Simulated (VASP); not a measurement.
# Al (Fm-3m) in VASP: a series of runs

The runs below take Al through relaxation of cell and atoms, single point, with PBEsol.

Program: VASP 6.6.1. These are calculated values, not measurements. Logs are shortened: lines on timing, memory, paths and dates and some standing lists are left out, and cuts for length are marked.

## Step 1: The crystal as given

It takes space group Fm-3m (No. 225, cubic). The conventional cell has a = 4.050 Å, b = 4.050 Å, c = 4.050 Å, α = 90.00°, β = 90.00°, γ = 90.00°. Around Al (site symmetry m-3m) lie 12 Al at 2.86 Å.

## Step 2: Relaxation of cell and atoms, PBEsol

Contents of INCAR:

```
SYSTEM = Al
PREC = Accurate ; ENCUT = 520
EDIFF = 1E-7 ; ISMEAR = 0
SIGMA = 0.1 ; LREAL = .False.
LASPH = .True. ; NELM = 100
ALGO = Normal ; ISIF = 3
LWAVE = .False. ; LCHARG = .False.
GGA = PS ; IBRION = 2
NSW = 80 ; EDIFFG = -0.002
```

Contents of KPOINTS:

```
regular mesh
0
Gamma
  18 18 18
  0 0 0
```

Contents of POSCAR:

```
Al
1.0
    0.0000000000      2.0248050000      2.0248050000
    2.0248050000      0.0000000000      2.0248050000
    2.0248050000      2.0248050000      0.0000000000
Al
1
Direct
    0.0000000000      0.0000000000      0.0000000000
```

Potentials or basis: VASP PAW PBE potentials, release 64 (Al).

Started as:

```console
> cat potpaw_PBE.64/Al/POTCAR > POTCAR
> mpirun -np 1 vasp_std > vasp.out
```

OUTCAR:

```text
SYSTEM = Al
   PREC = Accurate
   ENCUT = 520
   EDIFF = 1E-7
   ISMEAR = 0
   LREAL = .False.
   LASPH = .True.
   NELM = 100
   ISIF = 3
   GGA = PS
   IBRION = 2
   NSW = 80
   EDIFFG = -0.002

 ion  position               nearest neighbor table
   1  0.000  0.000  0.000-

  LATTYP: Found a face centered cubic cell.
 ALAT       =     4.0496100000

  Lattice vectors:

 A1 = (   0.0000000000,   2.0248050000,   2.0248050000)
 A2 = (   2.0248050000,   0.0000000000,   2.0248050000)
 A3 = (   2.0248050000,   2.0248050000,   0.0000000000)

Analysis of symmetry for initial positions (statically):
=====================================================================
 Subroutine PRICEL returns:
 Original cell was already a primitive cell.

 Routine SETGRP: Setting up the symmetry group for a
 face centered cubic supercell.

 Subroutine GETGRP returns: Found 48 space group operations
 (whereof 48 operations were pure point group operations)
 out of a pool of 48 trial point group operations.

The static configuration has the point symmetry O_h .

Analysis of symmetry for dynamics (positions and initial velocities):
=====================================================================
 Subroutine PRICEL returns:
 Original cell was already a primitive cell.

 Routine SETGRP: Setting up the symmetry group for a
 face centered cubic supercell.

 Subroutine GETGRP returns: Found 48 space group operations
 (whereof 48 operations were pure point group operations)
 out of a pool of 48 trial point group operations.

The dynamic configuration has the point symmetry O_h .

 Subroutine INISYM returns: Found 48 space group operations
 (whereof 48 operations are pure point group operations),
 and found     1 'primitive' translations

----------------------------------------------------------------------------------------

                                     Primitive cell

  volume of cell :      16.6027

  direct lattice vectors                    reciprocal lattice vectors
     0.000000000  2.024805000  2.024805000    -0.246937359  0.246937359  0.246937359
     2.024805000  0.000000000  2.024805000     0.246937359 -0.246937359  0.246937359
     2.024805000  2.024805000  0.000000000     0.246937359  0.246937359 -0.246937359

  length of vectors
     2.863506692  2.863506692  2.863506692     0.427708053  0.427708053  0.427708053

  position of ions in fractional coordinates (direct lattice)
     0.000000000  0.000000000  0.000000000

  ion indices of the primitive-cell ions
   primitive index   ion index
                 1           1

----------------------------------------------------------------------------------------

 KPOINTS: regular mesh

Automatic generation of k-mesh.
 Grid dimensions read from file:
 generate k-points for:   18   18   18

 Generating k-lattice:

  Cartesian coordinates                     Fractional coordinates (reciprocal lattice)
    -0.013718742  0.013718742  0.013718742     0.055555556  0.000000000  0.000000000
     0.013718742 -0.013718742  0.013718742     0.000000000  0.055555556  0.000000000
     0.013718742  0.013718742 -0.013718742     0.000000000  0.000000000  0.055555556

  Length of vectors
     0.023761558  0.023761558  0.023761558

  Shift w.r.t. Gamma in fractional coordinates (k-lattice)
     0.000000000  0.000000000  0.000000000

 Subroutine IBZKPT returns following result:
 ===========================================

 Found    195 irreducible k-points:

 Following reciprocal coordinates:
            Coordinates               Weight
  0.000000  0.000000  0.000000      1.000000
  0.055556  0.000000  0.000000      8.000000
  0.111111  0.000000  0.000000      8.000000
  0.166667  0.000000  0.000000      8.000000
  0.222222  0.000000  0.000000      8.000000
  0.277778  0.000000  0.000000      8.000000
[... 16 lines left out ...]
 -0.277778  0.055556  0.000000     24.000000
 -0.222222  0.055556  0.000000     24.000000
 [... further k-points ...]
   k-points           NKPTS =    195   k-points in BZ     NKDIM =    195   number of bands    NBANDS=      5
   number of dos      NEDOS =    301   number of ions     NIONS =      1
   total plane-waves  NPLWV =  13824
   dimension x,y,z NGX =    24 NGY =   24 NGZ =   24
   dimension x,y,z NGXF=    48 NGYF=   48 NGZF=   48
   ions per type =               1
   NGX,Y,Z   is equivalent  to a cutoff of  13.93, 13.93, 13.93 a.u.
   NGXF,Y,Z  is equivalent  to a cutoff of  27.87, 27.87, 27.87 a.u.
 SYSTEM =  Al
   PREC   = accura    normal or accurate (medium, high low for compatibility)
   ISTART =      0    job   : 0-new  1-cont  2-samecut
   ICHARG =      2    charge: 1-file 2-atom 10-const
   ISPIN  =      1    spin polarized calculation?
   LNONCOLLINEAR =      F non collinear calculations
   LSORBIT =      F    spin-orbit coupling
   LASPH  =      T    aspherical Exc in radial PAW
   ENCUT  =  520.0 eV  38.22 Ry    6.18 a.u.   5.32  5.32  5.32*2*pi/ulx,y,z
   NELM   =    100;   NELMIN=  2; NELMDL= -5     # of ELM steps
   EDIFF  = 0.1E-06   stopping-criterion for ELM
   LREAL  =      F    real-space projection
   EDIFFG = -.2E-02   stopping-criterion for IOM
   NSW    =     80    number of steps for IOM
   IBRION =      2    ionic relax: 0-MD 1-quasi-New 2-CG
   NFREE  =      1    steps in history (QN), initial steepest desc. (CG)
   ISIF   =      3    stress and relaxation
   ISYM   =      2    0-nonsym 1-usesym 2-fastsym
   POTIM  = 0.5000    time-step for ionic-motion
   TEBEG  =    0.0;   TEEND  =   0.0 temperature during run
   PSTRESS=    0.0 pullay stress
   NELECT =       3.0000    total number of electrons
   NUPDOWN=      -1.0000    fix difference up-down
   EMIN   =  10.00;   EMAX   =-10.00  energy-range for DOS
   EFERMI =   0.00;   METHOD = LEGACY
   ISMEAR =     0;   SIGMA  =   0.10  broadening in eV -4-tet -1-fermi 0-gaus
   EFERMI_NEDOS =   21; number of points for ismear=-14 and -15
   IALGO  =     38    algorithm
   IMIX   =      4    mixing-type and parameters
     AMIX     =   0.40;   BMIX     =  1.00
     AMIX_MAG =   1.60;   BMIX_MAG =  1.00
  volume/ion in A,a.u.               =      16.60       112.04
  Fermi-wavevector in a.u.,A,eV,Ry     =   0.925526  1.748991 11.654733  0.856599
  Thomas-Fermi vector in A             =   2.051390
   LORBIT       =      0    0 simple, 1 ext, 2 COOP (PROOUT), +10 PAW based schemes
   GGA     = PS    functional components
   LHFCALC =     F    Hartree Fock is set to
   AEXX    =    0.0000 exact exchange contribution
   IVDW    =     0    specifies the selected vdW correction
   LEPSILON=     F    determine dielectric tensor
   LRPA    =     F    only Hartree local field effects (RPA)
 conjugate gradient relaxation of ions
 non-spin polarized calculation
 Gauss-broadening in eV      SIGMA  =   0.10
  energy-cutoff  :      520.00
  volume of cell :       16.60
 maximum number of plane-waves:       459
 NGX is ok and might be reduce to    24
   NGX = 11   NGY = 11   NGZ = 11

--------------------------------------- Ionic step        1  -------------------------------------------

 number of electron       3.0000000 magnetization

 Free energy of the ion-electron system (eV)
  ---------------------------------------------------
  ext. energy  EPLUGINS =         0.00000000
  ---------------------------------------------------
  free energy    TOTEN  =        -4.08820817 eV

  energy without entropy =       -4.08533385  energy(sigma->0) =       -4.08677101

------------------------ aborting loop because EDIFF is reached ----------------------------------------

  FORCE on cell =-STRESS in cart. coord.  units (eV):
  Direction    XX          YY          ZZ          XY          YZ          ZX
  --------------------------------------------------------------------------------------
  -------------------------------------------------------------------------------------
  Total       -0.1975443     -0.1975443     -0.1975443      0.0000000      0.0000000      0.0000000
  in kB      -19.0631812    -19.0631812    -19.0631812      0.0000000      0.0000000      0.0000000
  external PRESSURE =     -19.0631812 kB  Pullay stress =       0.0000000 kB
[... 55 lines left out ...]
  energy  without entropy=       -4.0876553593  energy(sigma->0) =       -4.08914960

--------------------------------------- Ionic step        3  -------------------------------------------

 number of electron       3.0000000 magnetization

 Free energy of the ion-electron system (eV)
  ---------------------------------------------------
  ext. energy  EPLUGINS =         0.00000000
  ---------------------------------------------------
  free energy    TOTEN  =        -4.09070130 eV

  energy without entropy =       -4.08771396  energy(sigma->0) =       -4.08920763

 E-fermi :   8.1372     XC(G=0): -10.3254

 val. band max:        8.1230869280   @ k =  -0.2778   0.2778   0.0556
 cond. band min:       8.1459657108   @ k =  -0.4444   0.3333   0.1111
 fundamental gap:      0.0228787828
 Fermi energy:         8.1371817032

 k-point     1 :       0.0000    0.0000    0.0000
  band No.  band energies     occupation
      1      -3.1134      2.00000
      2      20.8457      0.00000
      3      20.8457      0.00000
      4      20.8457      0.00000
      5      22.4801      0.00000

 k-point     2 :       0.0556    0.0000    0.0000
  band No.  band energies     occupation
      1      -3.0285      2.00000
      2      19.3443      0.00000
      3      20.5518      0.00000
      4      20.5518      0.00000
      5      22.9071      0.00000
[... 169 lines left out ...]
 k-point    24 :      -0.2222    0.0556    0.0000
  band No.  band energies     occupation
      1      -1.4525      2.00000
      2      12.0232      0.00000
      3      17.5335      0.00000
      4      20.4112      0.00000
      5      22.1694      0.00000

 [... further k-points ...]

------------------------ aborting loop because EDIFF is reached ----------------------------------------

  FORCE on cell =-STRESS in cart. coord.  units (eV):
  Direction    XX          YY          ZZ          XY          YZ          ZX
  --------------------------------------------------------------------------------------
  -------------------------------------------------------------------------------------
  Total        0.0002522      0.0002522      0.0002522      0.0000000     -0.0000000     -0.0000000
  in kB        0.0249578      0.0249578      0.0249578      0.0000000     -0.0000000     -0.0000000
  external PRESSURE =       0.0249578 kB  Pullay stress =       0.0000000 kB
[... 16 lines left out ...]
  FREE ENERGIE OF THE ION-ELECTRON SYSTEM (eV)
  ---------------------------------------------------
  free  energy   TOTEN  =        -4.0907012983 eV

  energy  without entropy=       -4.0877139583  energy(sigma->0) =       -4.08920763

 reached required accuracy - stopping structural energy minimisation
```

Wall time 12 s (1 thread of Intel Xeon Platinum 8488C (Sapphire Rapids), shared host); peak memory 0.14 GiB.

What came out:

```yaml
Free_energy: -4.0907 eV
Relaxed_volume: 16.19 Å³/atom
Relaxed_cell: a = 2.840 Å, b = 2.840 Å, c = 2.840 Å, α = 60.00°, β = 60.00°, γ = 60.00°
Space_group_after_relaxing_to_0.05_Å: Fm-3m (No. 225)
Energy_gained_by_relaxing: 2.5 meV/atom
Ionic_steps: 3
Pressure_after_relaxing: 0.0 GPa
Band_gap_on_the_k_mesh: none (metal or under the smearing width)
```

Step by step:
| step | energy change (eV) | largest force (eV/Å) | pressure (GPa) | volume (Å³) |
| --- | --- | --- | --- | --- |
| 1 | 0.0000 | 0.0000 | -1.91 | 16.60 |
| 2 | -0.0024 | 0.0000 | 0.31 | 16.13 |
| 3 | -0.0025 | 0.0000 | 0.00 | 16.19 |

Final structure:
```
Al
1.0
     0.00000    2.00801    2.00801
     2.00801    0.00000    2.00801
     2.00801    2.00801    0.00000
Al
1
Direct
  0.00000 0.00000 0.00000
```

Caveat: the PAW data sets were made with another functional, which shifts forces and pressure a little.

## Step 3: Relaxation of cell and atoms, PBEsol

This run uses another cell than the first one, of 16.19 Å³/atom, 0.975 times its volume.

INCAR is that of step 2.

KPOINTS is that of step 2.

Contents of POSCAR:

```
Al                                      
1.0
    0.0000000000      2.0080141416      2.0080141416
    2.0080141416      0.0000000000      2.0080141416
    2.0080141416      2.0080141416     -0.0000000000
  Al            
     1
Direct
     0.0000000000000000    0.0000000000000000    0.0000000000000000
```

Potentials or basis: VASP PAW PBE potentials, release 64 (Al).

Started as:

```console
> cat potpaw_PBE.64/Al/POTCAR > POTCAR
> mpirun -np 1 vasp_std > vasp.out
```

Wall time 6.1 s (1 thread of Intel Xeon Platinum 8488C (Sapphire Rapids), shared host); peak memory 0.14 GiB.

The run converged. Its results:

- Free energy: -4.0907 eV
- Pressure after relaxing: 0.0 GPa
- Band gap on the k mesh: none (metal or under the smearing width)

Final structure:
```yaml
crystal:
  lattice:
    - [0.00000, 2.00801, 2.00801]
    - [2.00801, 0.00000, 2.00801]
    - [2.00801, 2.00801, 0.00000]
  atoms:
    - { symbol: Al, position: [0.00000, 0.00000, 0.00000] }
```

Levels at points of the mesh, in eV from the Fermi level:
| k point | band 1 | band 2 | band 3 | band 4 | band 5 |
| --- | --- | --- | --- | --- | --- |
| (0.00, 0.00, 0.00) | -11.25 | 12.71 | 12.71 | 12.71 | 14.34 |
| (0.50, 0.00, 0.00) | -4.66 | -4.39 | 11.53 | 11.53 | 11.60 |
| (0.50, 0.50, 0.00) | -2.95 | -1.60 | 5.27 | 5.68 | 5.68 |

Caveat: the relaxation stopped at its first step, so nothing moved; the PAW data sets were made with another functional, which shifts forces and pressure a little.

(Continued in part 2 of 2.)
